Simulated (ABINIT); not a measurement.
Input of an ABINIT 10.8.3 (patched build) run:

The input run.abi:

```
# Pseudopotentials
pp_dirpath "./"
pseudos "Zr.upf, C.upf"

# Structure
acell 3*1.0 Angstrom
rprim
     0.0000000000     2.3650000000     2.3650000000
     2.3650000000     0.0000000000     2.3650000000
     2.3650000000     2.3650000000     0.0000000000
ntypat 2
znucl 40 6
natom 2
typat 1 2
xred
     0.5000000000     0.5000000000     0.5000000000
     0.0000000000     0.0000000000     0.0000000000

# Plane-wave basis
ecut 37.0

# k points
kptopt 1
ngkpt 8 8 8
nshiftk 1
shiftk 0.0 0.0 0.0

# Exchange and correlation
ixc -116133

# Bands and occupations
nband 12
occopt 3
tsmear 0.00183747

# SCF cycle
nstep 100
tolvrs 1.0e-10

# Output
iomode 3
prtwf 0
prtden 0
prteig 0
prtebands 0
enunit 1
```

Potentials or basis: PseudoDojo NC SR PBEsol v0.4.1 standard.

The run is started by

```sh
$ abinit run.abi > log 2>&1
```

(1) What does it give for the pressure?

(2) What does it give for the band gap on the k mesh?

Answers

(1) -8.5 GPa.

(2) none (metal or under the smearing width).
